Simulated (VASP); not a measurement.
# TaN (Fm-3m) in VASP: further runs

Aim: see how the results for TaN move with the level of theory and the settings. Levels: RPBE, r2SCAN, AM05. Tasks: relaxation of cell and atoms.

Program: VASP 6.6.1. These are calculated values, not measurements. Logs are shortened: lines on timing, memory, paths and dates and some standing lists are left out, and cuts for length are marked.

**1. The crystal as given**

Symmetry: Fm-3m, No. 225, cubic system. The conventional cell has a = 4.441 Å, b = 4.441 Å, c = 4.441 Å, α = 90.00°, β = 90.00°, γ = 90.00°. Ta (site symmetry m-3m) has 6 N at 2.22 Å as nearest neighbours. N (site symmetry m-3m) is surrounded by 6 Ta at 2.22 Å.

The cell comes from a database or a generator and needn't be the stable form of this composition.

**2. Relaxation of cell and atoms, RPBE**

INCAR

```
  ALGO = Normal
  EDIFF = 1E-7
  EDIFFG = -0.005
  ENCUT = 600
  GGA = RP
  IBRION = 2
  ISIF = 3
  ISMEAR = 1
  LASPH = T
  LCHARG = F
  LREAL = F
  LWAVE = F
  NELM = 80
  NSW = 90
  PREC = Accurate
  SIGMA = 0.1
```

KPOINTS

```
k-points
0
Gamma
  14 14 14
```

POSCAR

```
TaN                                     
1.0
    0.0000000000      2.2206404093      2.2206404093
    2.2206404093     -0.0000000000      2.2206404093
    2.2206404093      2.2206404093     -0.0000000000
  Ta              N             
     1     1
Direct
     0.5000000000000000    0.5000000000000000    0.5000000000000000
     0.0000000000000000    0.0000000000000000    0.0000000000000000
```

Potentials or basis: VASP PAW PBE potentials, release 64 (Ta_pv, N).

Run with:

```console
$ cat potpaw_PBE.64/Ta_pv/POTCAR potpaw_PBE.64/N/POTCAR > POTCAR
$ mpirun -np 1 vasp_std > vasp.out
```

OUTCAR:

```text
EDIFF = 1E-7
   EDIFFG = -0.005
   ENCUT = 600
   GGA = RP
   IBRION = 2
   ISIF = 3
   ISMEAR = 1
   LASPH = T
   LREAL = F
   NELM = 80
   NSW = 90
   PREC = Accurate

 ion  position               nearest neighbor table
   1  0.500  0.500  0.500-   2 2.22   2 2.22   2 2.22   2 2.22   2 2.22   2 2.22
   2  0.000  0.000  0.000-   1 2.22   1 2.22   1 2.22   1 2.22   1 2.22   1 2.22

  LATTYP: Found a face centered cubic cell.
 ALAT       =     4.4412808186

  Lattice vectors:

 A1 = (   0.0000000000,   2.2206404093,   2.2206404093)
 A2 = (   2.2206404093,   0.0000000000,   2.2206404093)
 A3 = (   2.2206404093,   2.2206404093,   0.0000000000)

Analysis of symmetry for initial positions (statically):
=====================================================================
 Subroutine PRICEL returns:
 Original cell was already a primitive cell.

 Routine SETGRP: Setting up the symmetry group for a
 face centered cubic supercell.

 Subroutine GETGRP returns: Found 48 space group operations
 (whereof 48 operations were pure point group operations)
 out of a pool of 48 trial point group operations.

The static configuration has the point symmetry O_h .

Analysis of symmetry for dynamics (positions and initial velocities):
=====================================================================
 Subroutine PRICEL returns:
 Original cell was already a primitive cell.

 Routine SETGRP: Setting up the symmetry group for a
 face centered cubic supercell.

 Subroutine GETGRP returns: Found 48 space group operations
 (whereof 48 operations were pure point group operations)
 out of a pool of 48 trial point group operations.

The dynamic configuration has the point symmetry O_h .

 Subroutine INISYM returns: Found 48 space group operations
 (whereof 48 operations are pure point group operations),
 and found     1 'primitive' translations

----------------------------------------------------------------------------------------

                                     Primitive cell

  volume of cell :      21.9010

  direct lattice vectors                    reciprocal lattice vectors
     0.000000000  2.220640409  2.220640409    -0.225160273  0.225160273  0.225160273
     2.220640409  0.000000000  2.220640409     0.225160273 -0.225160273  0.225160273
     2.220640409  2.220640409  0.000000000     0.225160273  0.225160273 -0.225160273

  length of vectors
     3.140459784  3.140459784  3.140459784     0.389989032  0.389989032  0.389989032

  position of ions in fractional coordinates (direct lattice)
     0.500000000  0.500000000  0.500000000
     0.000000000  0.000000000  0.000000000

  ion indices of the primitive-cell ions
   primitive index   ion index
                 1           1
                 2           2

----------------------------------------------------------------------------------------

 KPOINTS: k-points

Automatic generation of k-mesh.
 Grid dimensions read from file:
 generate k-points for:   14   14   14

 Generating k-lattice:

  Cartesian coordinates                     Fractional coordinates (reciprocal lattice)
    -0.016082877  0.016082877  0.016082877     0.071428571  0.000000000  0.000000000
     0.016082877 -0.016082877  0.016082877     0.000000000  0.071428571  0.000000000
     0.016082877  0.016082877 -0.016082877     0.000000000  0.000000000  0.071428571

  Length of vectors
     0.027856359  0.027856359  0.027856359

  Shift w.r.t. Gamma in fractional coordinates (k-lattice)
     0.000000000  0.000000000  0.000000000

 Subroutine IBZKPT returns following result:
 ===========================================

 Found    104 irreducible k-points:

 Following reciprocal coordinates:
            Coordinates               Weight
  0.000000  0.000000  0.000000      1.000000
  0.071429  0.000000  0.000000      8.000000
  0.142857  0.000000  0.000000      8.000000
  0.214286  0.000000  0.000000      8.000000
  0.285714  0.000000  0.000000      8.000000
  0.357143  0.000000  0.000000      8.000000
[... 16 lines left out ...]
  0.214286  0.142857  0.000000     24.000000
  0.285714  0.142857  0.000000     24.000000
 [... further k-points ...]
   k-points           NKPTS =    104   k-points in BZ     NKDIM =    104   number of bands    NBANDS=     12
   number of dos      NEDOS =    301   number of ions     NIONS =      2
   total plane-waves  NPLWV =  21952
   dimension x,y,z NGX =    28 NGY =   28 NGZ =   28
   dimension x,y,z NGXF=    56 NGYF=   56 NGZF=   56
   ions per type =               1   1
   NGX,Y,Z   is equivalent  to a cutoff of  14.82, 14.82, 14.82 a.u.
   NGXF,Y,Z  is equivalent  to a cutoff of  29.64, 29.64, 29.64 a.u.
 SYSTEM =  unknown system
   PREC   = accura    normal or accurate (medium, high low for compatibility)
   ISTART =      0    job   : 0-new  1-cont  2-samecut
   ICHARG =      2    charge: 1-file 2-atom 10-const
   ISPIN  =      1    spin polarized calculation?
   LNONCOLLINEAR =      F non collinear calculations
   LSORBIT =      F    spin-orbit coupling
   LASPH  =      T    aspherical Exc in radial PAW
   ENCUT  =  600.0 eV  44.10 Ry    6.64 a.u.   6.27  6.27  6.27*2*pi/ulx,y,z
   NELM   =     80;   NELMIN=  2; NELMDL= -5     # of ELM steps
   EDIFF  = 0.1E-06   stopping-criterion for ELM
   LREAL  =      F    real-space projection
   EDIFFG = -.5E-02   stopping-criterion for IOM
   NSW    =     90    number of steps for IOM
   IBRION =      2    ionic relax: 0-MD 1-quasi-New 2-CG
   NFREE  =      1    steps in history (QN), initial steepest desc. (CG)
   ISIF   =      3    stress and relaxation
   ISYM   =      2    0-nonsym 1-usesym 2-fastsym
   POTIM  = 0.5000    time-step for ionic-motion
   TEBEG  =    0.0;   TEEND  =   0.0 temperature during run
   PSTRESS=    0.0 pullay stress
   NELECT =      16.0000    total number of electrons
   NUPDOWN=      -1.0000    fix difference up-down
   EMIN   =  10.00;   EMAX   =-10.00  energy-range for DOS
   EFERMI =   0.00;   METHOD = LEGACY
   ISMEAR =     1;   SIGMA  =   0.10  broadening in eV -4-tet -1-fermi 0-gaus
   EFERMI_NEDOS =   21; number of points for ismear=-14 and -15
   IALGO  =     38    algorithm
   IMIX   =      4    mixing-type and parameters
     AMIX     =   0.40;   BMIX     =  1.00
     AMIX_MAG =   1.60;   BMIX_MAG =  1.00
  volume/ion in A,a.u.               =      10.95        73.90
  Fermi-wavevector in a.u.,A,eV,Ry     =   1.474438  2.786284 29.578632  2.173968
  Thomas-Fermi vector in A             =   2.589209
   LORBIT       =      0    0 simple, 1 ext, 2 COOP (PROOUT), +10 PAW based schemes
   GGA     = RP    functional components
   LHFCALC =     F    Hartree Fock is set to
   AEXX    =    0.0000 exact exchange contribution
   IVDW    =     0    specifies the selected vdW correction
   LEPSILON=     F    determine dielectric tensor
   LRPA    =     F    only Hartree local field effects (RPA)
 conjugate gradient relaxation of ions
 non-spin polarized calculation
 Methfessel and Paxton  Order N= 1 SIGMA  =   0.10
  energy-cutoff  :      600.00
  volume of cell :       21.90
 maximum number of plane-waves:       748
 NGX is ok and might be reduce to    28
   NGX = 13   NGY = 13   NGZ = 13

 number of electron      15.9999999 magnetization

 Free energy of the ion-electron system (eV)
  ---------------------------------------------------
  ext. energy  EPLUGINS =         0.00000000
  ---------------------------------------------------
  free energy    TOTEN  =       -20.78387296 eV

  energy without entropy =      -20.78404100  energy(sigma->0) =      -20.78392898

 E-fermi :   9.2990     XC(G=0): -13.2108

 val. band max:        9.2776674876   @ k =  -0.2857   0.0714   0.0000
 cond. band min:       9.3571423001   @ k =   0.2857   0.0000   0.0000
 fundamental gap:      0.0794748125
 Fermi energy:         9.2989647203

 k-point     1 :       0.0000    0.0000    0.0000
  band No.  band energies     occupation
      1     -26.5587      2.00000
      2     -26.5587      2.00000
      3     -26.5587      2.00000
      4      -9.3660      2.00000
      5       5.5751      2.00000
      6       5.5751      2.00000
      7       5.5751      2.00000
      8       7.3027      2.00000
      9       7.3027      2.00000
     10       7.3027      2.00000
     11       9.3918     -0.03206
     12       9.3918     -0.03207

 k-point     2 :       0.0714    0.0000    0.0000
  band No.  band energies     occupation
      1     -26.5989      2.00000
      2     -26.5625      2.00000
      3     -26.5625      2.00000
      4      -9.2502      2.00000
      5       4.9440      2.00000
      6       5.1655      2.00000
      7       5.1655      2.00000
      8       7.4943      2.00000
      9       7.4943      2.00000
     10       7.5600      2.00000
     11       9.8722     -0.00000
     12       9.8722     -0.00000

 k-point     3 :       0.1429    0.0000    0.0000
  band No.  band energies     occupation
      1     -26.7099      2.00000
      2     -26.5729      2.00000
      3     -26.5729      2.00000
      4      -8.9189      2.00000
      5       3.7287      2.00000
      6       4.3646      2.00000
      7       4.3646      2.00000
      8       7.9133      2.00000
      9       7.9371      2.00000
     10       7.9371      2.00000
     11      10.9978     -0.00000
     12      10.9978     -0.00000

 k-point     4 :       0.2143    0.0000    0.0000
  band No.  band energies     occupation
      1     -26.8660      2.00000
      2     -26.5880      2.00000
      3     -26.5880      2.00000
      4      -8.4181      2.00000
      5       2.4264      2.00000
      6       3.5591      2.00000
      7       3.5591      2.00000
      8       8.3088      2.00000
      9       8.5722      2.00000
     10       8.5722      2.00000
     11      12.3765      0.00000
     12      12.3765      0.00000

 k-point     5 :       0.2857    0.0000    0.0000
  band No.  band energies     occupation
      1     -27.0339      2.00000
      2     -26.6046      2.00000
      3     -26.6046      2.00000
      4      -7.8176      2.00000
      5       1.2074      2.00000
      6       2.8785      2.00000
      7       2.8785      2.00000
      8       8.8707      2.00000
      9       9.3571      0.17666
     10       9.3571      0.17665
     11      13.7992      0.00000
     12      13.8376      0.00000
[... 228 lines left out ...]
      1     -26.6535      2.00000
      2     -26.5844      2.00000
      3     -26.5616      2.00000
      4      -9.0657      2.00000
      5       4.1320      2.00000
      6       4.5402      2.00000
      7       4.9293      2.00000
      8       7.5221      2.00000
      9       7.7603      2.00000
     10       8.1270      2.00000
     11       9.8397     -0.00000
     12      10.9167     -0.00000

 k-point    22 :       0.1429    0.1429    0.0000
  band No.  band energies     occupation
      1     -26.6997      2.00000
      2     -26.6068      2.00000
      3     -26.6068      2.00000
      4      -8.8197      2.00000
      5       2.8655      2.00000
      6       4.8292      2.00000
      7       4.8292      2.00000
      8       6.4634      2.00000
      9       9.0006      2.00020
     10       9.0006      2.00020
     11       9.7091     -0.00000
     12      10.5761     -0.00000

 k-point    23 :       0.2143    0.1429    0.0000
  band No.  band energies     occupation
      1     -26.7993      2.00000
      2     -26.6297      2.00000
      3     -26.6217      2.00000
      4      -8.5101      2.00000
      5       2.1348      2.00000
      6       4.2751      2.00000
      7       4.4584      2.00000
      8       6.4600      2.00000
      9       9.4811     -0.02728
     10       9.5545     -0.00180
     11      10.4138     -0.00000
     12      11.1932     -0.00000

 k-point    24 :       0.2857    0.1429    0.0000
  band No.  band energies     occupation
      1     -26.9367      2.00000
      2     -26.6506      2.00000
      3     -26.6385      2.00000
      4      -8.0860      2.00000
      5       1.4514      2.00000
      6       3.4349      2.00000
      7       3.8644      2.00000
      8       6.8488      2.00000
      9      10.0673     -0.00000
     10      10.1245     -0.00000
     11      11.5957      0.00000
     12      12.2227      0.00000

 [... further k-points ...]

------------------------ aborting loop because EDIFF is reached ----------------------------------------

  FORCE on cell =-STRESS in cart. coord.  units (eV):
  Direction    XX          YY          ZZ          XY          YZ          ZX
  --------------------------------------------------------------------------------------
  -------------------------------------------------------------------------------------
  Total       -0.0037365     -0.0037365     -0.0037365     -0.0000000     -0.0000000     -0.0000000
  in kB       -0.2733460     -0.2733460     -0.2733460     -0.0000000     -0.0000000     -0.0000000
  external PRESSURE =      -0.2733460 kB  Pullay stress =       0.0000000 kB

 VOLUME and BASIS-vectors are now :
 -----------------------------------------------------------------------------
  energy-cutoff  :      600.00
  volume of cell :       21.90
      direct lattice vectors                 reciprocal lattice vectors
     0.000000000  2.220640409  2.220640409    -0.225160273  0.225160273  0.225160273
     2.220640409  0.000000000  2.220640409     0.225160273 -0.225160273  0.225160273
     2.220640409  2.220640409  0.000000000     0.225160273  0.225160273 -0.225160273

 POSITION                                       TOTAL-FORCE (eV/Angst)
 -----------------------------------------------------------------------------------
      2.22064      2.22064      2.22064         0.000000     -0.000000      0.000000
      0.00000      0.00000      0.00000         0.000000      0.000000     -0.000000
 -----------------------------------------------------------------------------------
    total drift:                                0.000000      0.000000      0.000000

  FREE ENERGIE OF THE ION-ELECTRON SYSTEM (eV)
  ---------------------------------------------------
  free  energy   TOTEN  =       -20.7838729609 eV

  energy  without entropy=      -20.7840410042  energy(sigma->0) =      -20.78392898

 reached required accuracy - stopping structural energy minimisation
```

Run time: 33 s. Hardware: 1 thread of Intel Xeon 6975P-C (Granite Rapids), shared host; peak memory 0.19 GiB.

Results:

| Property | Result |
| --- | --- |
| Free energy | -20.7839 eV |
| Pressure after relaxing | 0.0 GPa |
| Band gap on the k mesh | none (metal or under the smearing width) |

Final structure:
```xyz
2
Lattice="0.0000 2.2206 2.2206 2.2206 0.0000 2.2206 2.2206 2.2206 0.0000" Properties=species:S:1:pos:R:3 pbc="T T T"
Ta    2.2206    2.2206    2.2206
N     0.0000    0.0000    0.0000
```

Caveat: the relaxation stopped at its first step, so nothing moved; the PAW data sets were made with another functional, which shifts forces and pressure a little.

**3. Relaxation of cell and atoms, r2SCAN**

This run uses another cell than the first one, of 10.81 Å³/atom, 0.987 times its volume.

INCAR

```
SYSTEM = TaN
PREC = Accurate ; ENCUT = 600
EDIFF = 1E-6 ; ISMEAR = 1
SIGMA = 0.1 ; LREAL = .FALSE.
LASPH = .TRUE. ; NELM = 80
ALGO = Normal ; ISIF = 3
LWAVE = .FALSE. ; LCHARG = .FALSE.
METAGGA = R2SCAN ; LMIXTAU = .TRUE.
IBRION = 2 ; NSW = 90
EDIFFG = -0.01
```

KPOINTS

```
Automatic mesh
0
G
  14 14 14
  0 0 0
```

POSCAR

```
TaN
1.0
    0.0000000000      2.2113230000      2.2113230000
    2.2113230000      0.0000000000      2.2113230000
    2.2113230000      2.2113230000      0.0000000000
Ta N
1 1
Direct
    0.5000000000      0.5000000000      0.5000000000
    0.0000000000      0.0000000000      0.0000000000
```

Potentials or basis: VASP PAW PBE potentials, release 64 (Ta_pv, N).

Run with:

```console
$ cat potpaw_PBE.64/Ta_pv/POTCAR potpaw_PBE.64/N/POTCAR > POTCAR
$ mpirun -np 1 vasp_std > vasp.out
```

Wall time 4.7 min (1 thread of Intel Xeon Platinum 8559C (Emerald Rapids), shared host); peak memory 0.22 GiB.

The run converged. Its results:

| Item | Value |
| --- | --- |
| Free energy | -59.6250 eV |
| Relaxed volume | 10.68 Å³/atom |
| Relaxed cell | a = 3.114 Å, b = 3.114 Å, c = 3.114 Å, α = 60.00°, β = 60.00°, γ = 60.00° |
| Space group after relaxing (to 0.05 Å) | Fm-3m (No. 225) |
| Energy gained by relaxing | 1.8 meV/atom |
| Ionic steps | 3 |
| Pressure after relaxing | 0.0 GPa |
| Band gap on the k mesh | none (metal or under the smearing width) |

Step by step:
| step | energy change (eV) | largest force (eV/Å) | pressure (GPa) | volume (Å³) |
| --- | --- | --- | --- | --- |
| 1 | 0.0000 | 0.0000 | -4.24 | 21.63 |
| 2 | 0.0168 | 0.0000 | 10.92 | 20.74 |
| 3 | -0.0036 | 0.0000 | -0.04 | 21.36 |

Final structure:
```cif
data_structure
_symmetry_space_group_name_H-M 'P 1'
_symmetry_Int_Tables_number 1
_cell_length_a 3.1145
_cell_length_b 3.1145
_cell_length_c 3.1145
_cell_angle_alpha 60.000
_cell_angle_beta 60.000
_cell_angle_gamma 60.000
_cell_volume 21.36
loop_
_atom_site_label
_atom_site_type_symbol
_atom_site_fract_x
_atom_site_fract_y
_atom_site_fract_z
_atom_site_occupancy
Ta1 Ta 0.50000 0.50000 0.50000 1
N1 N 0.00000 0.00000 0.00000 1
```

Levels at points of the mesh, in eV from the Fermi level:
```csv
k point,band 4,band 5,band 6,band 7,band 8,band 9,band 10,band 11,band 12
"(0.00, 0.00, 0.00)",-19.94,-4.10,-4.10,-4.10,-2.12,-2.12,-2.12,0.16,0.16
"(0.50, 0.00, 0.00)",-16.96,-10.76,-7.93,-7.93,1.94,1.94,2.08,4.10,7.81
"(0.50, 0.50, 0.00)",-18.72,-7.05,-5.56,-4.96,-4.96,2.22,3.55,3.55,4.70
```

Caveat: the PAW data sets were made with another functional, which shifts forces and pressure a little.

**4. Relaxation of cell and atoms, r2SCAN**

This run uses another cell than the first one, of 10.68 Å³/atom, 0.975 times its volume.

Changes to INCAR since step 3:

```diff
@@ -2,3 +2,3 @@
 PREC = Accurate ; ENCUT = 600
-EDIFF = 1E-6 ; ISMEAR = 1
+EDIFF = 1E-7 ; ISMEAR = 1
 SIGMA = 0.1 ; LREAL = .FALSE.
@@ -9,2 +9,2 @@
 IBRION = 2 ; NSW = 90
-EDIFFG = -0.01
+EDIFFG = -0.005
```

KPOINTS is that of step 3.

POSCAR

```
TaN                                     
1.0
    0.0000000000      2.2022616638      2.2022616638
    2.2022616638      0.0000000000      2.2022616638
    2.2022616638      2.2022616638      0.0000000000
  Ta              N             
     1     1
Direct
     0.5000000000000000    0.5000000000000000    0.5000000000000000
     0.0000000000000000    0.0000000000000000    0.0000000000000000
```

Run with:

```console
$ cat potpaw_PBE.64/Ta_pv/POTCAR potpaw_PBE.64/N/POTCAR > POTCAR
$ mpirun -np 1 vasp_std > vasp.out
```

It took 2.3 min on 1 thread of Intel Xeon Platinum 8559C (Emerald Rapids), shared host; peak memory 0.2 GiB.

Results (log left out):

- Free energy: -59.6247 eV
- Pressure after relaxing: 0.0 GPa
- Band gap on the k mesh: none (metal or under the smearing width)

Final structure:
```
Ta N
1.0
     0.00000    2.20226    2.20226
     2.20226    0.00000    2.20226
     2.20226    2.20226    0.00000
Ta N
1 1
Direct
  0.50000 0.50000 0.50000
  0.00000 0.00000 0.00000
```

Levels at points of the mesh, in eV from the Fermi level:
```csv
k point,band 5,band 6,band 7,band 8,band 9,band 10,band 11,band 12
"(0.00, 0.00, 0.00)",-4.10,-4.10,-4.10,-2.12,-2.12,-2.12,0.16,0.16
"(0.50, 0.00, 0.00)",-10.76,-7.93,-7.93,1.94,1.94,2.08,4.10,7.81
"(0.50, 0.50, 0.00)",-7.05,-5.56,-4.96,-4.96,2.22,3.55,3.55,4.70
```

Caveat: the relaxation stopped at its first step, so nothing moved; the PAW data sets were made with another functional, which shifts forces and pressure a little. Spin-orbit coupling is left out, which matters for the levels of Ta.

(Part 1 of 2 ends here.)
